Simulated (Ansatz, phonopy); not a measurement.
## NaH (Fm-3m) at temperature and pressure

How does compression alter the response of NaH to heat?

Program: Ansatz 0.2.0. Level of theory: DFT LDA, scalar-relativistic, plane waves, PAW. Results are calculated unless marked as measured.

This is a report of a sequence of runs, with most program output left out.

### 1. Starting point

It takes space group Fm-3m (No. 225, cubic). Conventional cell: a = 4.880 Å, b = 4.880 Å, c = 4.880 Å, α = 90.00°, β = 90.00°, γ = 90.00°. Na has 6 H at 2.44 Å nearest. H has 6 Na at 2.44 Å nearest. Farther neighbours are not listed.

### 2. A first coarse run

A cheap single point shows whether the cell is a metal or an insulator and how far it is from rest; that sets the k-mesh and the occupations of what follows.

Contents of input.yaml:

```yaml
crystal:
  lattice:
    - [0.0, 2.44, 2.44]
    - [2.44, 0.0, 2.44]
    - [2.44, 2.44, 0.0]
  atoms:
    - { symbol: Na, position: [0.0, 0.0, 0.0] }
    - { symbol: H, position: [0.5, 0.5, 0.5] }
kpoints:
  mp_grid: { grid: [6, 6, 6] }
hamiltonian:
  xc: lda
scf:
  occupations: { method: gaussian, width: 0.1 }
output:
  forces: true
  stress: true
  eigenvalues: true
```

Started as:

```
$ ansatz run input.yaml --threads 4 --pin off --max-ram 8192MiB --backend cpu --events-out ev --progress --plain --runs-dir out
```

It took 0.21 s on 4 threads of Arm Neoverse V2, shared host; peak memory 0.23 GiB; 0.44 s of CPU time.

A gap read on the k-mesh alone can miss the band edges.

Numbers from this step:

```yaml
pressure: -2.611 GPa
gap_on_the_k_mesh: 3.413 eV
volume_per_atom: 14.53 Å³
```

The start is under -2.6 GPa at this level and looks like an insulator or semiconductor on this mesh.

### 3. Finding the static equilibrium

Phonons are second derivatives about a minimum, so cell and atoms are relaxed first, inside the symmetry of the start.

input.yaml, the sections that differ from step 2:

```yaml
kpoints:
  mp_grid: { grid: [8, 8, 8] }
scf:
  occupations: { method: gaussian, width: 0.02 }
relax:
  adjacent_minimum: "off"
  f_tol: 0.005
  max_steps: 80
  cell: { stress_tol: 0.05 }
# crystal, hamiltonian, output: as in step 2
```

It took 0.99 s on 4 threads; peak memory 0.26 GiB; 2.8 s of CPU time.

The steps of the relaxation:

```csv
step,energy less that of the first step (eV),largest force component (eV/Å),pressure (GPa),volume (Å³)
1,0.0000,0.0000,-2.61,29.05
2,-0.0293,0.0000,-0.49,26.28
3,-0.0302,0.0000,0.09,25.72
4,-0.0302,0.0000,0.00,25.81
5*,-0.0293,0.0000,-0.03,25.81
```

Relaxation steps marked * repeat the geometry before them on a plane-wave basis chosen anew for their cell, so energy and pressure can jump there.

The run keeps the 48 symmetry operations that it works with, so distortions that break them were not tested.

```csv
"conventional cell, symmetrised",before,after,change
a (Å),4.880,4.691,-3.9 %
b (Å),4.880,4.691,-3.9 %
c (Å),4.880,4.691,-3.9 %
volume (Å³/atom),14.53,12.90,-11.2 %
```

Final coordinates:

```xyz
2
Lattice="0.0000 2.3456 2.3456 2.3456 0.0000 2.3456 2.3456 2.3456 0.0000" Properties=species:S:1:pos:R:3 pbc="T T T"
Na    0.0000    0.0000    0.0000
H     2.3456    2.3456    2.3456
```

This step gave:

- pressure: -0.02505 GPa
- gap on the k-mesh: 3.547 eV
- volume per atom: 12.90 Å³

The relaxation ends with a pressure of -0.03 GPa.

### 4. A second relaxation

The relaxation is run once more from where the first one ended, as the script does after a large change of volume or of the gap, with mesh and occupations reviewed.

input.yaml, as its differences from that of step 3:

```diff
@@ -2,5 +2,5 @@
   lattice:
-    - [0.0, 2.44, 2.44]
-    - [2.44, 0.0, 2.44]
-    - [2.44, 2.44, 0.0]
+    - [0.0, 2.3455511668, 2.3455511668]
+    - [2.3455511668, 0.0, 2.3455511668]
+    - [2.3455511668, 2.3455511668, 0.0]
   atoms:
```

It took 0.45 s on 4 threads; peak memory 0.26 GiB; 1.2 s of CPU time.

Little changed from the start: no atom moved by 0.005 Å and no cell edge by 0.1 %.

This step gave:

| Quantity | Value |
| --- | --- |
| pressure | -0.02504 GPa |

### 5. Relaxing to small residual forces and stress

The relaxation is repeated with tighter thresholds on force and stress, since phonons are sensitive to what is left; a change of mesh or smearing in the input moves the cell too.

input.yaml, the sections that differ from step 4:

```yaml
scf:
  occupations: { method: fixed }
output:
  forces: true
  stress: true
  eigenvalues: true
  write_density: true
  write_potential: true
  elf: true
  volumetric_format: npy
relax:
  adjacent_minimum: "off"
  f_tol: 0.001
  max_steps: 60
  cell: { stress_tol: 0.01 }
# crystal, kpoints, hamiltonian: as in step 4
```

Elapsed: 0.59 s, on 4 threads; peak memory 0.26 GiB; 1.6 s of CPU time.

Little changed from the start: no atom moved by 0.005 Å and no cell edge by 0.1 %.

This step gave:

| Item | Value |
| --- | --- |
| pressure | -0.001347 GPa |
| gap on the k-mesh | 3.548 eV |
| volume per atom | 12.89 Å³ |

ELF in the ac plane of the conventional cell at fractional y = 0.000, with atoms of Na and H within 0.2 Å of it. It is the smooth field of the valence electrons, not physical close to the nuclei.

Ten even steps from '0' (0.03) to '9' (1.00), each cell a mean:
```
45206999992044
43005999982024
00002444430000
44300000000144
99720144300599
99920454520699
99921542530699
99820355510699
88610022100378
11100111110011
21003788761002
55106999982035
25306999992054
```
Columns run along a (4.7 Å), rows up along c (4.7 Å), edges of the conventional cell, whose origin can differ from the input's. Atoms in or near the plane, at fractional coordinates: Na at (0.00, 0.00), Na at (0.50, 0.50), H at (0.50, 0.00), H at (0.00, 0.50).

Electrostatic potential energy in the ac plane of the conventional cell at fractional y = 0.000, with atoms of Na and H within 0.2 Å of it. With pseudopotentials it is smooth inside the atoms' cores, unlike the true potential.

Values in eV, 13 rows by 14 columns, each cell a mean:
```
-60 -37  -6   3   5   4 -13 -25  -1   5   4   0 -18 -53
-20  -9   0   4   5   5   4   3   5   5   5   2  -3 -16
  0   2   3   4   5   5   5   4   5   5   5   4   3   1
  4   5   5   5   4   3   1   1   2   3   4   5   5   4
  3   5   5   5   2  -3 -15 -19  -8   0   4   5   5   4
-23  -1   5   4   0 -17 -52 -59 -36  -5   3   5   4 -13
-43  -7   5   4  -1 -23 -62 -64 -47  -8   2   5   3 -26
 -5   3   5   4   1 -10 -35 -43 -22  -3   3   5   5  -1
  5   5   5   5   3   0  -4  -6  -2   2   4   5   5   5
  3   4   4   5   5   4   3   3   4   4   5   5   4   3
 -5  -2   2   4   5   5   5   5   5   5   5   3   0  -4
-42 -21  -2   3   5   5  -1  -5   3   5   4   1  -9 -33
-63 -46  -8   2   5   3 -25 -42  -6   5   4  -1 -23 -61
```
Columns run along a (4.7 Å; values clipped at the 3rd and 97th percentile), rows up along c (4.7 Å), edges of the conventional cell, whose origin can differ from the input's. Atoms in or near the plane, at fractional coordinates: Na at (0.00, 0.00), Na at (0.50, 0.50), H at (0.50, 0.00), H at (0.00, 0.50).

Valence density in the ac plane of the conventional cell at fractional y = 0.000, with atoms of Na and H within 0.2 Å of it. It is the smooth field of the valence electrons, not physical close to the nuclei.

Ten steps, logarithmic in the rise over the least value, from '_' (0 e/Å³) to '@' (18 e/Å³), each cell a mean:
```
@@##::____..----::..__..++%%
++--______........______..==
..__________________________
______________..____________
....______..==++--______....
--::..__..++%%@@##::____..--
==::..__..++@@@@%%--____::--
::::..____--####++..____..::
..__________::::..________..
____________________________
::..________....__________::
##++..____..::::::..____--##
@@%%--____::--==::..__..++@@
```
Columns run along a (4.7 Å), rows up along c (4.7 Å), edges of the conventional cell, whose origin can differ from the input's. Atoms in or near the plane, at fractional coordinates: Na at (0.00, 0.00), Na at (0.50, 0.50), H at (0.50, 0.00), H at (0.00, 0.50).

The residual pressure is -0.0013 GPa, small enough for phonons.

### 6. Relaxation under pressure, pressure 2 GPa

The study at pressure needs a start near its own equilibrium, so the cell is first relaxed to that pressure.

Contents of input.yaml:

```yaml
crystal:
  lattice:
    - [0.0, 2.3448734987, 2.3448734987]
    - [2.3448734987, 0.0, 2.3448734987]
    - [2.3448734987, 2.3448734987, 0.0]
  atoms:
    - { symbol: Na, position: [0.0, 0.0, 0.0] }
    - { symbol: H, position: [0.5, 0.5, 0.5] }
kpoints:
  mp_grid: { grid: [8, 8, 8] }
hamiltonian:
  xc: lda
scf:
  occupations: { method: fixed }
output:
  forces: true
  stress: true
  eigenvalues: true
relax:
  adjacent_minimum: "off"
  f_tol: 0.001
  max_steps: 60
  cell: { stress_tol: 0.05, p_target: 2.0 }
```

Run time: 0.75 s. Hardware: 4 threads; peak memory 0.26 GiB.

Step by step:

```csv
step,energy less that of the first step (eV),largest force component (eV/Å),pressure (GPa),volume (Å³)
1,0.0000,0.0000,0.00,25.79
2,0.0106,0.0000,2.20,24.04
3,0.0087,0.0000,1.98,24.19
4*,0.0093,0.0000,1.97,24.19
```

Relaxation steps marked * repeat the geometry before them on a plane-wave basis chosen anew for their cell, so energy and pressure can jump there.

Forces are held to the 48 operations that the run works with; a distortion that breaks them can't arise in this run.

```csv
"conventional cell, symmetrised",before,after,change
a (Å),4.690,4.591,-2.1 %
b (Å),4.690,4.591,-2.1 %
c (Å),4.690,4.591,-2.1 %
volume (Å³/atom),12.89,12.10,-6.2 %
```

Final coordinates:

```xyz
2
Lattice="0.0000 2.2956 2.2956 2.2956 0.0000 2.2956 2.2956 2.2956 0.0000" Properties=species:S:1:pos:R:3 pbc="T T T"
Na    0.0000    0.0000    0.0000
H     2.2956    2.2956    2.2956
```

This step gave:

* pressure: 1.967 GPa
* gap on the k-mesh: 3.651 eV
* volume per atom: 12.10 Å³

### 7. The quasi-harmonic study, pressure 2 GPa

Thermal expansion follows from how the free energy of the vibrations (and of the electrons in a metal) changes with strain, so the program makes strained cells, their phonons and a fit in one run.

Contents of input.yaml:

```yaml
crystal:
  lattice:
    - [0.0, 2.295593022, 2.295593022]
    - [2.295593022, 0.0, 2.295593022]
    - [2.295593022, 2.295593022, 0.0]
  atoms:
    - { symbol: Na, position: [0.0, 0.0, 0.0] }
    - { symbol: H, position: [0.5, 0.5, 0.5] }
kpoints:
  mp_grid: { grid: [8, 8, 8] }
hamiltonian:
  xc: lda
scf:
  occupations: { method: fixed }
output:
  eigenvalues: true
phonons:
  method: dfpt
  qmesh: [4, 4, 4]
  temperatures: { t_max: 500.0, t_step: 25 }
  thermal_expansion: { pressure: 2.0 }
```

It took 2.3 min on 4 threads; peak memory 0.56 GiB.

This step gave:

```yaml
pressure: 1.963 GPa
volume_expansion_coefficient_at_298_k: 83.83 1e-6/K
c_p_at_298_k: 16.99 J/mol-atom/K
entropy_at_298_k: 18.03 J/mol-atom/K
isothermal_bulk_modulus_at_298_k: 29.96 GPa
grueneisen_parameter_at_298_k: 1.167
volume_at_298_k: 12.73 Å³/atom
principal_linear_expansion_coefficients_at_298_k: 27.95, 27.95, 27.95 1e-6/K
```

Strained cells of the study; zero-point energy where phonons were solved; the pressures are stresses at a fixed cutoff and can carry an offset from the finite basis. Expansion cells, by row:

```csv
cell,|a| (Å),|b| (Å),|c| (Å),V (Å³/atom),E - E_lowest (meV/atom),"pressure, compression positive (GPa)",gap (eV),zero-point energy (meV/atom)
1,3.246,3.246,3.246,12.1,4.585,1.943,3.651,-
2,3.272,3.272,3.272,12.39,1.736,1.15,3.612,-
3,3.221,3.221,3.221,11.81,8.841,2.806,3.69,-
4,3.245,3.245,3.245,12.09,4.721,1.975,3.652,90.18
5,3.262,3.262,3.262,12.27,2.745,1.469,3.628,88.68
6,3.267,3.267,3.267,12.33,2.242,1.318,3.62,88.22
7,3.288,3.288,3.288,12.57,0.682,0.707,3.589,86.29
8,3.31,3.31,3.31,12.82,0,0.139,3.557,84.38
9,3.331,3.331,3.331,13.07,0.179,-0.389,3.526,82.48
10,3.353,3.353,3.353,13.33,1.179,-0.879,3.496,80.61
11,3.213,3.213,3.213,11.73,10.35,3.071,3.702,-
12,3.229,3.229,3.229,11.91,7.253,2.508,3.677,-
13,3.38,3.38,3.38,13.65,3.478,-1.429,3.459,-
```

Quasi-harmonic; a, b, c are the run's own cell vectors. Expansion, by row:

```csv
T (K),a (Å),b (Å),c (Å),alpha (deg),beta (deg),gamma (deg),cell volume (Å³/cell),alpha_a (1e-6/K),alpha_b (1e-6/K),alpha_c (1e-6/K),alpha_V (1e-6/K),C_P (J/mol-atom/K),C_V (J/mol-atom/K),S (J/mol-atom/K),B_T (GPa),B_S (GPa),Grueneisen,extrapolation,fit error (1e-6/K)
0,3.287,3.287,3.287,60,60,60,25.12,0,0,0,0,0,0,0,32.14,32.14,-,0,0
25,3.287,3.287,3.287,60,60,60,25.12,0.49,0.49,0.49,1.46,0.339,0.339,0.088,32.13,32.13,1.046,0,0
50,3.288,3.288,3.288,60,60,60,25.12,4.51,4.51,4.51,13.52,2.973,2.971,1.015,32.09,32.12,1.105,0,0
75,3.288,3.288,3.288,60,60,60,25.14,9.11,9.11,9.11,27.32,5.968,5.954,2.813,31.99,32.06,1.111,0,0.01
100,3.289,3.289,3.289,60,60,60,25.16,12.39,12.39,12.39,37.18,8.079,8.046,4.839,31.85,31.98,1.115,0,0.01
125,3.29,3.29,3.29,60,60,60,25.18,14.78,14.78,14.78,44.34,9.567,9.508,6.809,31.68,31.88,1.12,0,0.01
150,3.291,3.291,3.291,60,60,60,25.21,16.81,16.81,16.81,50.44,10.78,10.69,8.663,31.49,31.76,1.128,0,0.01
175,3.293,3.293,3.293,60,60,60,25.25,18.76,18.76,18.76,56.29,11.91,11.77,10.41,31.28,31.63,1.137,0,0.01
200,3.295,3.295,3.295,60,60,60,25.28,20.7,20.7,20.7,62.11,13.01,12.82,12.07,31.05,31.49,1.145,0,0.02
225,3.296,3.296,3.296,60,60,60,25.33,22.63,22.63,22.63,67.89,14.08,13.84,13.67,30.8,31.34,1.152,0,0.02
250,3.298,3.298,3.298,60,60,60,25.37,24.52,24.52,24.52,73.55,15.13,14.81,15.2,30.53,31.18,1.158,0,0.02
275,3.3,3.3,3.3,60,60,60,25.42,26.34,26.34,26.34,79.01,16.12,15.72,16.69,30.24,31.01,1.163,0,0.02
298.1,3.302,3.302,3.302,60,60,60,25.47,27.95,27.95,27.95,83.84,16.99,16.51,18.03,29.96,30.84,1.167,0,0.03
300,3.303,3.303,3.303,60,60,60,25.47,28.07,28.07,28.07,84.21,17.05,16.57,18.14,29.94,30.83,1.167,0,0.03
325,3.305,3.305,3.305,60,60,60,25.53,29.72,29.72,29.72,89.15,17.92,17.33,19.54,29.63,30.64,1.171,0,0.03
350,3.307,3.307,3.307,60,60,60,25.58,31.27,31.27,31.27,93.82,18.73,18.03,20.89,29.31,30.44,1.175,0,0.03
375,3.31,3.31,3.31,60,60,60,25.65,32.75,32.75,32.75,98.24,19.47,18.66,22.21,28.98,30.24,1.178,0,0.03
400,3.313,3.313,3.313,60,60,60,25.71,34.15,34.15,34.15,102.4,20.15,19.22,23.49,28.64,30.02,1.182,0,0.03
425,3.316,3.316,3.316,60,60,60,25.78,35.48,35.48,35.48,106.5,20.78,19.72,24.73,28.29,29.81,1.185,0,0.03
450,3.319,3.319,3.319,60,60,60,25.85,36.76,36.76,36.76,110.3,21.36,20.17,25.93,27.93,29.58,1.189,0,0.03
475,3.322,3.322,3.322,60,60,60,25.92,38,38,38,114,21.91,20.58,27.11,27.57,29.35,1.192,0,0.03
500,3.325,3.325,3.325,60,60,60,26,39.2,39.2,39.2,117.6,22.41,20.94,28.24,27.2,29.12,1.196,0,0.03
```

The expansion coefficient by temperature; values in 1e-6/K:

```csv
temperature (K),volume,principal 1
0,0,0
25,1.46,0.49
50,13.5,4.51
75,27.3,9.11
100,37.2,12.4
125,44.3,14.8
150,50.4,16.8
175,56.3,18.8
200,62.1,20.7
225,67.9,22.6
250,73.5,24.5
275,79.0,26.3
298,83.8,27.9
300,84.2,28.1
325,89.2,29.7
350,93.8,31.3
375,98.2,32.8
400,102,34.1
425,106,35.5
450,110,36.8
475,114,38
500,118,39.2
```

At 298 K the volume expansion is 83.8 × 10⁻⁶/K and B_T is 30.0 GPa. The program raised the cutoff to 487.2 eV by itself: with no cutoff typed, the study takes about 1.16 times the default for its relaxations and scales it with the volume for the phonons.

### 8. Free-energy fit, pressure 2 GPa

This step: DFT LDA, scalar-relativistic, plane waves, PAW (phonopy 4.10.0).

This step gave:

| Quantity | Value |
| --- | --- |
| volume expansion coefficient at 300 K | 84.14 1e-6/K |
| isothermal bulk modulus at 300 K | 29.95 GPa |
| C_P at 300 K | 17.06 J/mol-atom/K |
| Grüneisen parameter at 300 K | 1.167 |

Table of energy (each curve on its own zero) by volume; values in meV/atom:

```csv
volume (Å³/atom),static,F at 0 K,F at 300 K,F at 500 K
12.086,4.72,9.06,10.5,12.5
12.268,2.74,5.59,6.59,7.92
12.325,2.24,4.63,5.48,6.61
12.569,0.68,1.14,1.35,1.62
12.817,0,-1.46,-1.92,-2.54
13.071,0.18,-3.17,-4.33,-5.89
13.329,1.18,-4.04,-5.95,-8.46
```

At 2 GPa: the fit is of F + PV, and the F(V) shown holds no PV. Qha vinet, by row:

```csv
T (K),fitted volume (Å³/atom),alpha_V (1e-6/K),B_T (GPa),C_P (J/mol-atom/K),Grueneisen
75,12.57,26.62,32,5.852,1.083
100,12.58,36.71,31.86,8.037,1.101
125,12.59,44.15,31.69,9.564,1.116
150,12.61,50.38,31.5,10.79,1.127
175,12.62,56.26,31.29,11.92,1.137
200,12.64,62.08,31.06,13.02,1.145
225,12.66,67.85,30.81,14.09,1.152
250,12.69,73.5,30.54,15.13,1.158
275,12.71,78.94,30.25,16.12,1.163
300,12.74,84.14,29.95,17.06,1.167
325,12.76,89.08,29.64,17.92,1.171
350,12.79,93.75,29.32,18.73,1.175
375,12.82,98.18,28.99,19.47,1.178
400,12.86,102.4,28.65,20.15,1.182
425,12.89,106.4,28.31,20.78,1.185
450,12.92,110.2,27.95,21.37,1.189
475,12.96,113.9,27.59,21.91,1.192
```

Volume expansion coefficient against temperature; values in 1e-6/K:

```csv
temperature (K),"phonopy-qha, Vinet",Ansatz's own study
75,26.6,27.3
100,36.7,37.2
125,44.1,44.3
150,50.4,50.4
175,56.3,56.3
200,62.1,62.1
225,67.8,67.9
250,73.5,73.5
275,78.9,79.0
300,84.1,84.2
325,89.1,89.2
350,93.8,93.8
375,98.2,98.2
400,102,102
425,106,106
450,110,110
475,114,114
```

The fit gives a volume expansion of 84.1 × 10⁻⁶/K at 300 K, against 83.8 at 298 K from the study itself, whose static fit uses more cells.

### 9. Relaxation under pressure, pressure 10 GPa

This step: DFT LDA, scalar-relativistic, plane waves, PAW (Ansatz 0.2.0).

Contents of input.yaml:

```yaml
crystal:
  lattice:
    - [0.0, 2.3448734987, 2.3448734987]
    - [2.3448734987, 0.0, 2.3448734987]
    - [2.3448734987, 2.3448734987, 0.0]
  atoms:
    - { symbol: Na, position: [0.0, 0.0, 0.0] }
    - { symbol: H, position: [0.5, 0.5, 0.5] }
kpoints:
  mp_grid: { grid: [8, 8, 8] }
hamiltonian:
  xc: lda
scf:
  occupations: { method: fixed }
output:
  forces: true
  stress: true
  eigenvalues: true
relax:
  adjacent_minimum: "off"
  f_tol: 0.001
  max_steps: 60
  cell: { stress_tol: 0.05, p_target: 10.0 }
```

It took 1.4 s on 4 threads; peak memory 0.26 GiB; 4 s of CPU time.

Step by step:

```csv
step,energy less that of the first step (eV),largest force component (eV/Å),pressure (GPa),volume (Å³)
1,0.0000,0.0000,0.00,25.79
2,0.0530,0.0000,5.49,22.20
3,0.1697,0.0000,11.58,19.92
4,0.1337,0.0000,9.86,20.47
5,0.1365,0.0000,10.00,20.42
6*,0.1380,0.0000,9.94,20.42
7,0.1392,0.0000,10.00,20.40
8*,0.1392,0.0000,10.00,20.40
```

Relaxation steps marked * repeat the geometry before them on a plane-wave basis chosen anew for their cell, so energy and pressure can jump there.

Forces are held to the 48 operations that the run works with; a distortion that breaks them can't arise in this run.

```csv
"conventional cell, symmetrised",before,after,change
a (Å),4.690,4.337,-7.5 %
b (Å),4.690,4.337,-7.5 %
c (Å),4.690,4.337,-7.5 %
volume (Å³/atom),12.89,10.20,-20.9 %
```

The relaxed structure:

```xyz
2
Lattice="0.0000 2.1687 2.1687 2.1687 0.0000 2.1687 2.1687 2.1687 0.0000" Properties=species:S:1:pos:R:3 pbc="T T T"
Na    0.0000    0.0000    0.0000
H     2.1687    2.1687    2.1687
```

Numbers from this step:

- pressure: 9.999 GPa
- gap on the k-mesh: 3.946 eV
- volume per atom: 10.20 Å³

(Part 1 of 2 ends here.)

[Logs are printed without paths, hosts, clocks, repeated set-up lines and the standing remarks that a program may print on its own settings, such as how far it seeks lower states.]

[Hosts, paths, dates, database ids (printed as entryN), source tags and the programs' standing remarks are cut or masked in the printed files.]

[A step with changed settings may run another functional than the one named; its input shows which.]
